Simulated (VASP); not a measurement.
# C (R-3m) in VASP: equation of state, part 2 of 2

VASP 6.6.1. Earlier steps stand in the parts before.

## 3. Equation of state, PBE, 10.47 Å³/atom (volume scaled by 0.96)

INCAR reads:

```
SYSTEM = C
PREC = Accurate ; ENCUT = 520
EDIFF = 1E-7 ; ISMEAR = -1
SIGMA = 0.05 ; LREAL = .FALSE.
LASPH = .TRUE. ; NELM = 100
ALGO = Normal ; ISIF = 2
LWAVE = .FALSE. ; LCHARG = .FALSE.
GGA = PE ; NBANDS = 16
```

KPOINTS reads:

```
regular mesh
0
G
  12 12 12
  0 0 0
```

POSCAR reads:

```
C
1.0
    1.2165213504      0.7023589292      8.1706741485
   -1.2165213504      0.7023589292      8.1706741485
    0.0000000000     -1.4047178582      8.1706741485
C
4
Direct
    0.0871730800      0.0871730800      0.0871730800
    0.7538500600      0.7538500600      0.7538500600
    0.2461499400      0.2461499400      0.2461499400
    0.9128269200      0.9128269200      0.9128269200
```

Potentials or basis: VASP PAW PBE potentials, release 64 (C).

The run is started by

```console
cat potpaw_PBE.64/C/POTCAR > POTCAR
mpirun -np 1 vasp_std > vasp.out
```

Run time: 11 min. Hardware: 1 thread of Intel Xeon Platinum 8488C (Sapphire Rapids), shared host; peak memory 0.56 GiB.

It converged, with:

```
Free energy            : -36.8359 eV
Pressure               : 10.3 GPa
Largest force          : 0.012 eV/Å
Band gap on the k mesh : 0.20 eV, direct
```

## 4. Equation of state, PBE, 10.69 Å³/atom (volume scaled by 0.98)

INCAR reads:

```
  ALGO = Normal
  EDIFF = 1E-7
  ENCUT = 520
  GGA = PE
  ISIF = 2
  ISMEAR = -1
  LASPH = T
  LCHARG = F
  LREAL = F
  LWAVE = F
  NBANDS = 16
  NELM = 80
  PREC = Accurate
  SIGMA = 0.05
```

KPOINTS reads:

```
k-points
0
Gamma
  12 12 12
```

POSCAR reads:

```
C
1.0
    1.2249114179      0.7072029369      8.2270254061
   -1.2249114179      0.7072029369      8.2270254061
    0.0000000000     -1.4144058737      8.2270254061
C
4
Direct
    0.0871730800      0.0871730800      0.0871730800
    0.7538500600      0.7538500600      0.7538500600
    0.2461499400      0.2461499400      0.2461499400
    0.9128269200      0.9128269200      0.9128269200
```

The run is started by

```console
cat potpaw_PBE.64/C/POTCAR > POTCAR
mpirun -np 1 vasp_std > vasp.out
```

Wall time 11 min (1 thread of Intel Xeon Platinum 8488C (Sapphire Rapids), shared host); peak memory 0.57 GiB.

The run converged. Its results:

```yaml
Free_energy: -36.8784 eV
Pressure: 5.2 GPa
Largest_force: 0.012 eV/Å
Band_gap_on_the_k_mesh: 0.19 eV, direct
```

## 5. Equation of state, PBE, 11.13 Å³/atom (volume scaled by 1.02)

INCAR reads:

```
PREC = Accurate
ENCUT = 520
EDIFF = 1E-7
ISMEAR = -1
SIGMA = 0.05
LREAL = F
LASPH = T
NELM = 60
ALGO = Normal
ISIF = 2
LWAVE = F
LCHARG = F
GGA = PE
NBANDS = 16
```

KPOINTS reads:

```
Automatic mesh
0
Gamma
  12 12 12
```

POSCAR reads:

```
C
1.0
    1.2413551441      0.7166967267      8.3374684561
   -1.2413551441      0.7166967267      8.3374684561
    0.0000000000     -1.4333934532      8.3374684561
C
4
Direct
    0.0871730800      0.0871730800      0.0871730800
    0.7538500600      0.7538500600      0.7538500600
    0.2461499400      0.2461499400      0.2461499400
    0.9128269200      0.9128269200      0.9128269200
```

Potentials or basis: VASP PAW PBE potentials, release 64 (C).

The run is started by

```console
cat potpaw_PBE.64/C/POTCAR > POTCAR
mpirun -np 1 vasp_std > vasp.out
```

OUTCAR:

```text
PREC = Accurate
   ENCUT = 520
   EDIFF = 1E-7
   ISMEAR = -1
   LREAL = F
   LASPH = T
   NELM = 60
   ISIF = 2
   GGA = PE

 Found    189 irreducible k-points:

 Following reciprocal coordinates:
            Coordinates               Weight
  0.000000  0.000000  0.000000      1.000000
  0.083333  0.000000  0.000000      6.000000
  0.166667  0.000000  0.000000      6.000000
  0.250000 -0.000000  0.000000      6.000000
  0.333333  0.000000  0.000000      6.000000
  0.416667 -0.000000  0.000000      6.000000
   k-points           NKPTS =    189   k-points in BZ     NKDIM =    189   number of bands    NBANDS=     16
   number of dos      NEDOS =    301   number of ions     NIONS =      4
   total plane-waves  NPLWV = 262144
   dimension x,y,z NGX =    64 NGY =   64 NGZ =   64
   dimension x,y,z NGXF=   128 NGYF=  128 NGZF=  128
   ions per type =               4
   NGX,Y,Z   is equivalent  to a cutoff of  12.58, 12.58, 12.58 a.u.
   NGXF,Y,Z  is equivalent  to a cutoff of  25.15, 25.15, 25.15 a.u.
 SYSTEM =  unknown system
   PREC   = accura    normal or accurate (medium, high low for compatibility)
   ISTART =      0    job   : 0-new  1-cont  2-samecut
   ICHARG =      2    charge: 1-file 2-atom 10-const
[... 57 lines left out ...]
 cond. band min:       2.9344332358   @ k =  -0.1667   0.5000   0.1667
 fundamental gap:      0.1760325147
 Fermi energy:         2.8470084853

 k-point     1 :       0.0000    0.0000    0.0000
  band No.  band energies     occupation
      1     -16.5351      2.00000
      2     -16.4849      2.00000
      3      -4.9210      2.00000
      4      -4.3284      2.00000
      5      -0.2037      2.00000
      6      -0.2037      2.00000
[... 91 lines left out ...]
      3      -8.8094      2.00000
      4      -8.7882      2.00000
      5      -3.3578      2.00000
      6      -3.3546      2.00000
[... 8 lines left out ...]
     15      16.0761      0.00000
     16      17.4814      0.00000

 [... further k-points ...]

------------------------ aborting loop because EDIFF is reached ----------------------------------------

  FORCE on cell =-STRESS in cart. coord.  units (eV):
  Direction    XX          YY          ZZ          XY          YZ          ZX
  --------------------------------------------------------------------------------------
  -------------------------------------------------------------------------------------
  Total       -1.6018886     -1.6018886      0.0381404      0.0000000      0.0000000      0.0000000
  in kB      -57.6668152    -57.6668153      1.3730265      0.0000000      0.0000000      0.0000000
  external PRESSURE =     -37.9868680 kB  Pullay stress =       0.0000000 kB

 VOLUME and BASIS-vectors are now :
 -----------------------------------------------------------------------------
  energy-cutoff  :      520.00
  volume of cell :       44.51
      direct lattice vectors                 reciprocal lattice vectors
     1.241355144  0.716696727  8.337468456     0.402785619  0.232548385  0.039980161
    -1.241355144  0.716696727  8.337468456    -0.402785619  0.232548385  0.039980161
     0.000000000 -1.433393453  8.337468456     0.000000000 -0.465096771  0.039980161

 POSITION                                       TOTAL-FORCE (eV/Angst)
 -----------------------------------------------------------------------------------
      0.00000      0.00000      2.18041         0.000000     -0.000000     -0.003568
      0.00000      0.00000     18.85560         0.000000     -0.000000     -0.010846
      0.00000      0.00000      6.15680         0.000000      0.000000      0.010846
      0.00000      0.00000     22.83200         0.000000      0.000000      0.003568
 -----------------------------------------------------------------------------------
    total drift:                               -0.000000     -0.000000      0.000000

  FREE ENERGIE OF THE ION-ELECTRON SYSTEM (eV)
  ---------------------------------------------------
  free  energy   TOTEN  =       -36.8853930541 eV

  energy  without entropy=      -36.8836582182  energy(sigma->0) =      -36.88452564
```

OSZICAR:

```text
N       E                     dE             d eps       ncg     rms          rms(c)
DAV:   1     0.443548387556E+02    0.44355E+02   -0.76035E+03  6056   0.893E+02
DAV:   2    -0.355752161529E+02   -0.79930E+02   -0.72424E+02  8448   0.190E+02
DAV:   3    -0.391801032919E+02   -0.36049E+01   -0.35811E+01  8144   0.390E+01
DAV:   4    -0.392192804230E+02   -0.39177E-01   -0.39151E-01  7704   0.486E+00
DAV:   5    -0.392200199572E+02   -0.73953E-03   -0.73944E-03  7936   0.639E-01    0.869E+00
DAV:   6    -0.374745421599E+02    0.17455E+01   -0.12726E+00  7096   0.667E+00    0.510E+00
DAV:   7    -0.368736808297E+02    0.60086E+00   -0.16133E+00  7504   0.759E+00    0.137E+00
DAV:   8    -0.368854565321E+02   -0.11776E-01   -0.62465E-02  7096   0.145E+00    0.186E-01
DAV:   9    -0.368850642543E+02    0.39228E-03   -0.11616E-03  8080   0.235E-01    0.103E-01
DAV:  10    -0.368853863235E+02   -0.32207E-03   -0.89481E-04  6776   0.184E-01    0.568E-02
DAV:  11    -0.368853909324E+02   -0.46089E-05   -0.23036E-05  7872   0.331E-02    0.629E-03
DAV:  12    -0.368853929289E+02   -0.19966E-05   -0.15402E-06  7048   0.104E-02    0.127E-03
DAV:  13    -0.368853931230E+02   -0.19405E-06   -0.28077E-07  7424   0.405E-03    0.393E-04
DAV:  14    -0.368853930541E+02    0.68846E-07   -0.99223E-09  6288   0.834E-04
   1 F= -.36885393E+02 E0= -.36884526E+02  d E =-.173484E-02
```

Run time: 11 min. Hardware: 1 thread of Intel Xeon Platinum 8488C (Sapphire Rapids), shared host; peak memory 0.56 GiB.

What came out:

```yaml
Free_energy: -36.8854 eV
Pressure: -3.8 GPa
Largest_force: 0.011 eV/Å
Band_gap_on_the_k_mesh: 0.18 eV, direct
```

## 6. Equation of state, PBE, 11.34 Å³/atom (volume scaled by 1.04)

INCAR reads:

```
  PREC = Accurate
  ENCUT = 520
  EDIFF = 1E-7
  ISMEAR = -1
  SIGMA = 0.05
  LREAL = False
  LASPH = True
  NELM = 80
  ALGO = Normal
  ISIF = 2
  LWAVE = False
  LCHARG = False
  GGA = PE
  NBANDS = 16
```

KPOINTS is that of step 5.

POSCAR reads:

```
C
1.0
    1.2494161177      0.7213507319      8.3916093787
   -1.2494161177      0.7213507319      8.3916093787
    0.0000000000     -1.4427014637      8.3916093787
C
4
Direct
    0.0871730800      0.0871730800      0.0871730800
    0.7538500600      0.7538500600      0.7538500600
    0.2461499400      0.2461499400      0.2461499400
    0.9128269200      0.9128269200      0.9128269200
```

Potentials or basis: VASP PAW PBE potentials, release 64 (C).

The run is started by

```console
cat potpaw_PBE.64/C/POTCAR > POTCAR
mpirun -np 1 vasp_std > vasp.out
```

It took 11 min on 1 thread of Intel Xeon Platinum 8488C (Sapphire Rapids), shared host; peak memory 0.56 GiB.

It converged, with:

| Property | Result |
| --- | --- |
| Free energy | -36.8544 eV |
| Pressure | -7.7 GPa |
| Largest force | 0.010 eV/Å |
| Band gap on the k mesh | 0.17 eV, direct |

## 7. Equation of state, PBE, 11.56 Å³/atom (volume scaled by 1.06)

INCAR reads:

```
SYSTEM = C
PREC = Accurate
ENCUT = 520
EDIFF = 1E-7
ISMEAR = -1
SIGMA = 0.05
LREAL = .False.
LASPH = .True.
NELM = 100
ALGO = Normal
ISIF = 2
LWAVE = .False.
LCHARG = .False.
GGA = PE
NBANDS = 16
```

KPOINTS reads:

```
Automatic mesh
0
Gamma
  12 12 12
  0 0 0
```

POSCAR reads:

```
C
1.0
    1.2573743967      0.7259454464      8.4450605611
   -1.2573743967      0.7259454464      8.4450605611
    0.0000000000     -1.4518908928      8.4450605611
C
4
Direct
    0.0871730800      0.0871730800      0.0871730800
    0.7538500600      0.7538500600      0.7538500600
    0.2461499400      0.2461499400      0.2461499400
    0.9128269200      0.9128269200      0.9128269200
```

The run is started by

```console
cat potpaw_PBE.64/C/POTCAR > POTCAR
mpirun -np 1 vasp_std > vasp.out
```

Run time: 11 min. Hardware: 1 thread of Intel Xeon Platinum 8488C (Sapphire Rapids), shared host; peak memory 0.56 GiB.

It converged, with:

* Free energy: -36.8030 eV
* Pressure: -11.3 GPa
* Largest force: 0.010 eV/Å
* Band gap on the k mesh: 0.16 eV, direct

## 8. Equation of state, PBE

Potentials or basis: VASP PAW PBE potentials, release 64 (C).

No new run: the results of the series are fitted here.

Results:

```yaml
Equilibrium_volume: 10.94 Å³/atom
Bulk_modulus_at_fixed_shape_and_positions: 222 GPa
Pressure_derivative_of_the_bulk_modulus: 3.5
```

Energy against volume, from the lowest point:
```csv
volume (Å³/atom),energy (meV/atom)
10.254,32.47
10.472,14.53
10.690,3.92
10.908,0.00
11.126,2.17
11.345,9.92
11.563,22.76
```

Caveat: the cell was scaled at fixed shape and fractional positions, which overstates the stiffness of a crystal with free parameters, most of all of layers and chains.
